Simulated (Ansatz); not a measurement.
# AlCu3 (Fm-3m) in Ansatz: reference runs

Aim: a first look at AlCu3 with PBEsol, on the cell as given and on a disturbed one.

Everything below comes from runs of Ansatz 0.2.0. Logs are shortened: lines on timing, memory, paths and dates and some standing lists are left out, and cuts for length are marked.

### 1 The structure

Symmetry: Fm-3m, No. 225, cubic system. Conventional cell: a = 5.776 Å, b = 5.776 Å, c = 5.776 Å, α = 90.00°, β = 90.00°, γ = 90.00°. Cu (site symmetry -43m) has 4 Al at 2.50 Å and 4 Cu at 2.50 Å as nearest neighbours. Around Cu (site symmetry m-3m) lie 8 Cu at 2.50 Å. Around Al (site symmetry m-3m) lie 8 Cu at 2.50 Å.

The cell comes from a database or a generator and needn't be the stable form of this composition.

### 2 Single point, PBEsol

input.yaml

```yaml
crystal:
  lattice:
    - [0.0, 2.888010988, 2.888010988]
    - [2.888010988, 0.0, 2.888010988]
    - [2.888010988, 2.888010988, 0.0]
  atoms:
    - { symbol: Cu, position: [0.75, 0.75, 0.75] }
    - { symbol: Cu, position: [0.25, 0.25, 0.25] }
    - { symbol: Cu, position: [0.5, 0.5, 0.5] }
    - { symbol: Al, position: [0.0, 0.0, 0.0] }
kpoints:
  mp_grid: { grid: [8, 8, 8] }
scf:
  occupations: { method: fermi_dirac, width: 0.05 }
hamiltonian:
  xc: pbesol
  pseudopotentials: { kind: all_electron, lapw: { basis_error: 0.001 } }
output:
  forces: true
  stress: true
  eigenvalues: true
  populations: true
```

Potentials or basis: all-electron LAPW, scalar-relativistic.

On the command line:

```
> ansatz run input.yaml --threads 2 --pin off --max-ram 8192MiB --backend cpu --events-out ev --progress --plain --runs-dir out
```

Log:

```text
Warning: RAYON_NUM_THREADS=2 ignored (pool sized by the plan → 2); use --threads N
Cu: projections on atomic orbitals take those of the free atom 1s2 2s2 2p6 3s2 3p6 3d10 4s1, of charge +0.00 (hamiltonian.pseudopotentials.projection_atoms)
Al: projections on atomic orbitals take those of the free atom 1s2 2s2 2p6 3s2 3p1, of charge +0.00 (hamiltonian.pseudopotentials.projection_atoms)
LAPW: plane waves up to 9.021 Å⁻¹, error target 1.0e-3 eV per atom; small_component_spin mean_spin; Al in spheres of 1.251 Å, 11 of its electrons in bands, Dirac shells []; Cu in spheres of 1.251 Å, 19 of its electrons in bands, Dirac shells [] (how accurate: hamiltonian.pseudopotentials.lapw.basis_error, Limitations)
Engine: ansatz 0.2.0, aarch64-unknown-linux-gnu
Pseudopotentials: kind: all_electron
Pseudopotential: Cu, LAPW, valence charge 19, lapw/all_electron/scalar/gaussian/Cu, Koelling and Harmon's equation, gaussian nucleus
Pseudopotential: Al, LAPW, valence charge 11, lapw/all_electron/scalar/gaussian/Al, Koelling and Harmon's equation, gaussian nucleus
Functional definition: PBEsol
  exchange = pbesol_x
  correlation = pbesol_c
Crystal: 4 atoms, lattice volume = 48.176 Å³
Basis set: ecut = 310.0728790305979 eV, 609 PW (Γ), exchange–correlation at level 2
Bands: 41, of which v1, the nominal top of the filled ones, is band 34 counted from 1 (33 counted from 0)
Symmetry: 48 space group operations
Space group: Fm-3m (ITA 225), of the structure as read, at distance tolerance 3.6e-5 Å
k-points: 29 of 512
Non-local potential: Cu, projectors of the file, none
Non-local potential: Al, projectors of the file, none
Initial density: superposition of atomic densities (chi_scale 0.1, normalization cell, long waves kept (reshape's long-wave potential 0.00 eV rms))
Initial wavefunctions: plane waves of lowest kinetic energy (no species holds an atomic orbital)
Functional: x = pbesol(κ = 0.804, μ = 0.12345679012345678), c = pbesol(β = 0.046)
iter 1 solved again at ethr=3.02e-3 eV; its pass at ethr=1.00e-1 eV (dr2=2.05e0 eV) is discarded
SCF iter   1: F=—  HF=-141593.290844 eV  |F-HF|=—  |Δ(HF+E_count)|=         —  Δρ=6.48e-2  dr2=2.06e0  ethr=3.02e-3  ⟨swp⟩=2.0  Hψ=8584  notcnv=0
preconditioner: auto → Kerker (q_TF=auto, 2.890 Å⁻¹)  [metal: Δε(μ)=0.098 eV  Ē_g=8.329 eV  σ=0.050 eV  W_gap=0.44  n_scr=14 (ndim 8)  ℏωp=32.1 eV  f_vac=0.000  D(μ)=1.38/eV (n_scr^D=14)]
SCF iter   2: F=—  HF=-141598.674211 eV  |F-HF|=—  |Δ(HF+E_count)|=    5.38e0  Δρ=4.06e-2  dr2=1.04e0  ethr=3.02e-3  ⟨swp⟩=3.0  Hψ=4199  notcnv=0
iter 3 solved again at ethr=1.48e-4 eV; its pass at ethr=1.53e-3 eV (dr2=1.00e-1 eV) is discarded
SCF iter   3: F=—  HF=-141589.816055 eV  |F-HF|=—  |Δ(HF+E_count)|=    8.86e0  Δρ=1.13e-2  dr2=1.00e-1  ethr=1.48e-4  ⟨swp⟩=2.0  Hψ=6123  notcnv=0
SCF iter   4: F=—  HF=-141589.072036 eV  |F-HF|=—  |Δ(HF+E_count)|=   7.44e-1  Δρ=1.15e-2  dr2=5.70e-2  ethr=1.48e-4  ⟨swp⟩=3.0  Hψ=4013  notcnv=0
SCF iter   5: F=—  HF=-141589.019365 eV  |F-HF|=—  |Δ(HF+E_count)|=   5.27e-2  Δρ=5.84e-3  dr2=2.25e-2  ethr=8.38e-5  ⟨swp⟩=2.0  Hψ=3382  notcnv=0
SCF iter   6: F=—  HF=-141589.000574 eV  |F-HF|=—  |Δ(HF+E_count)|=   1.88e-2  Δρ=2.93e-3  dr2=4.15e-3  ethr=3.31e-5  ⟨swp⟩=2.0  Hψ=3351  notcnv=0
SCF iter   7: F=—  HF=-141589.000621 eV  |F-HF|=—  |Δ(HF+E_count)|=   4.67e-5  Δρ=7.08e-4  dr2=2.29e-4  ethr=6.10e-6  ⟨swp⟩=2.0  Hψ=3350  notcnv=0
SCF iter   8: F=—  HF=-141589.000770 eV  |F-HF|=—  |Δ(HF+E_count)|=   1.49e-4  Δρ=3.45e-4  dr2=4.03e-5  ethr=3.36e-7  ⟨swp⟩=2.0  Hψ=3350  notcnv=0
SCF iter   9: F=—  HF=-141589.000659 eV  |F-HF|=—  |Δ(HF+E_count)|=   1.11e-4  Δρ=7.11e-5  dr2=2.07e-6  ethr=5.93e-8  ⟨swp⟩=2.0  Hψ=3351  notcnv=0
SCF iter  10: F=-141589.000655 eV  HF=-141589.000655 eV  |F-HF|=1.03e-7  |Δ(HF+E_count)|=   4.07e-6  Δρ=7.52e-6  dr2=2.89e-8  ethr=3.04e-9  ⟨swp⟩=2.0  Hψ=3351  notcnv=0
SCF 1 converged in 10 iterations: F = -141589.000655 eV  dr2 = 2.89e-8
SCF converged after 10 iterations
Free energy (F): -141589.000655 eV
Harris-Foulkes:  -141589.000655 eV  (|F-HF|=1.03e-7)
Internal energy: -141588.997349 eV  (E = F + TS)
E sigma→0 (E₀):  -141588.999002 eV
Entropy (-TS):   -0.003305 eV (-0.826 meV/atom)
Fermi energy:    15.786407 eV
--- Per-component energies (eV) ---
  E_band       = -1591.693099
  E_kinetic    = 143905.596736
  E_xc         = -5905.328094
  E_electrostatic = -279589.265991  (all electrons and nuclei)
  E_smearing   = -0.003305  (= −TS)
  E_closure    = 0.000000  (closes the sum)
  E_atoms      = -141571.168396  (free atoms, spherical and without spin; not in F)
  Σ components = -141589.000655   (vs F -141589.000655, Δ=0.00e0)
  Basis errors (estimates in eV, not in F): energy 2.0e-4 per atom: plane waves 1.8e-4 (9.2e-5 summed), levels above the bands 8.6e-61, relativity 1.6e-8, radial functions 2.1e-5, core shells 3.7e-11; eigenvalues (radial functions only) 4.9e-7; not estimated: angular momenta, meshes, grids; target (lapw.basis_error) 1.0e-3; muffin-tin radii Al 1.251 Å, Cu 1.251 Å
--- Forces (eV/Å), atoms counted from 1 ---
  atom   1  Cu     0.00000000    -0.00000000     0.00000000
  atom   2  Cu     0.00000000     0.00000000    -0.00000000
  atom   3  Cu     0.00000000    -0.00000000     0.00000000
  atom   4  Al     0.00000000    -0.00000000    -0.00000000
  max |Σ_I F_I| component: 1.85e-17 eV/Å
--- Stress (GPa, compression-positive) ---
       -0.767490       0.000000      -0.000000
        0.000000      -0.767490       0.000000
       -0.000000       0.000000      -0.767490
  P = ⅓ Tr σ = -0.7675 GPa (-7.675 kbar)
--- Band table (eV; the first three rows and the last of 29) ---
  k-point 0: bands = ["-97.0830", "-97.0805", "-96.7737", "-86.9481", "-54.6112", "-54.6112", "-54.6112", "-54.6030", "-54.6030", "-54.6030", "-54.2970", "-54.2970", "-54.2970", "-48.6270", "-48.6270", "-48.6270", "5.1335", "11.0864", "11.0864", "11.1710", "11.1710", "11.1710", "12.0049", "12.0049", "12.0049", "13.0409", "13.0409", "13.0409", "13.2276", "13.2276", "13.3413", "13.3413", "19.5322", "19.5322", "19.5322", "19.9558", "19.9558", "19.9558", "20.8937", "22.2710", "22.5694"]
  k-point 1: bands = ["-97.0829", "-97.0806", "-96.7738", "-86.9481", "-54.6115", "-54.6110", "-54.6110", "-54.6033", "-54.6033", "-54.6025", "-54.2971", "-54.2968", "-54.2968", "-48.6270", "-48.6270", "-48.6270", "5.3503", "11.0470", "11.0470", "11.0808", "11.3041", "11.3041", "11.9873", "11.9873", "12.0012", "12.8805", "12.9277", "12.9277", "13.2819", "13.2819", "13.3284", "13.3284", "17.3537", "18.9084", "18.9084", "20.0812", "20.6214", "20.6214", "21.7561", "22.1276", "22.1276"]
  k-point 2: bands = ["-97.0826", "-97.0809", "-96.7738", "-86.9481", "-54.6114", "-54.6104", "-54.6104", "-54.6042", "-54.6042", "-54.6024", "-54.2975", "-54.2965", "-54.2965", "-48.6271", "-48.6270", "-48.6270", "5.9894", "10.7500", "11.0766", "11.0766", "11.5134", "11.5134", "11.8171", "11.9540", "11.9540", "12.6205", "12.7128", "12.7128", "13.2728", "13.2728", "13.3595", "13.3595", "15.2946", "18.4332", "18.4332", "19.7296", "20.1305", "20.1305", "21.6392", "22.9600", "22.9600"]
  k-point 28: bands = ["-97.0816", "-97.0816", "-96.7740", "-86.9481", "-54.6171", "-54.6129", "-54.6081", "-54.6081", "-54.5989", "-54.5989", "-54.2974", "-54.2974", "-54.2952", "-48.6271", "-48.6271", "-48.6269", "9.2001", "10.0307", "10.0307", "10.5407", "11.8421", "11.8815", "11.9185", "11.9185", "12.1792", "12.1792", "12.6019", "12.7411", "13.2710", "13.2710", "13.4357", "13.4499", "13.6173", "13.8285", "13.8285", "21.3664", "21.3664", "21.4408", "21.5257", "26.9926", "28.5059"]
--- Löwdin populations: 4 sites ---
  site symbol       q [e]
     0     Cu     28.4465
     1     Cu     28.4465
     2     Cu     28.5331
     3     Al     14.1689
  spilling = 0.004050 (of n_electrons = 100.000000)
```

It took 13 s on 2 threads of Arm Neoverse V2, shared host; peak memory 0.44 GiB.

What came out:

```yaml
Free_energy: -141589.0007 eV
Pressure: -0.8 GPa
Band_gap_on_the_k_mesh: none (metal or under the smearing width)
Loewdin_charges: Cu +0.55, +0.47; Al -1.17 e
```

Caveat: the atomic charges don't sum to the cell's charge.

### 3 Single point, PBEsol (atoms moved at random, drawn with an rms of 0.05 Å)

input.yaml, as its differences from that of step 2:

```diff
@@ -6,6 +6,6 @@
   atoms:
-    - { symbol: Cu, position: [0.75, 0.75, 0.75] }
-    - { symbol: Cu, position: [0.25, 0.25, 0.25] }
-    - { symbol: Cu, position: [0.5, 0.5, 0.5] }
-    - { symbol: Al, position: [0.0, 0.0, 0.0] }
+    - { symbol: Cu, position: [0.757208, 0.751435, 0.748156] }
+    - { symbol: Cu, position: [0.255633, 0.256945, 0.251367] }
+    - { symbol: Cu, position: [0.489428, 0.498275, 0.510877] }
+    - { symbol: Al, position: [-0.005813, -0.015955, 0.006584] }
 kpoints:
```

Potentials or basis: all-electron LAPW, scalar-relativistic.

On the command line:

```
> ansatz run input.yaml --threads 2 --pin off --max-ram 8192MiB --backend cpu --events-out ev --progress --plain --runs-dir out
```

Run time: 3.5 min. Hardware: 2 threads of Arm Neoverse V2, shared host; peak memory 1.4 GiB.

Results (log left out):

| Item | Value |
| --- | --- |
| Free energy | -141588.9500 eV |
| Pressure | -0.2 GPa |
| Largest force | 0.695 eV/Å |
| Band gap on the k mesh | none (metal or under the smearing width) |
| Loewdin charges | Cu +0.55, +0.47; Al -1.17 e |

Forces on the atoms (eV/Å):
```
Cu  -0.010 -0.133 -0.472
Cu  -0.163 -0.058 -0.523
Cu  -0.114  0.118  0.366
Al   0.286  0.073  0.629
```

Stress tensor (GPa, compression positive):
```
-0.07  0.02  0.17
 0.02 -0.09  0.18
 0.17  0.18 -0.52
```

Levels at points of the mesh, in eV from the Fermi level:
```csv
k point,band 32,band 33,band 34,band 35,band 36,band 37
"(0.00, 0.00, 0.00)",-2.45,3.60,3.60,3.74,4.14,4.29
"(0.00, 0.00, -0.50)",-2.40,-2.13,2.60,2.66,2.94,2.99
"(0.00, -0.50, 0.00)",-2.41,-2.13,2.62,2.69,2.91,2.97
"(0.00, -0.50, -0.50)",-2.30,-2.17,-2.15,-2.07,1.97,2.35
"(-0.50, 0.00, 0.00)",-2.40,-2.12,2.56,2.68,2.92,3.01
"(-0.50, 0.00, -0.50)",-2.30,-2.18,-2.15,-2.06,1.97,2.35
"(-0.50, -0.50, 0.00)",-2.31,-2.18,-2.16,-2.05,1.97,2.36
"(-0.50, -0.50, -0.50)",-2.39,-2.11,2.60,2.65,2.93,2.97
```

Caveat: the atomic charges don't sum to the cell's charge.
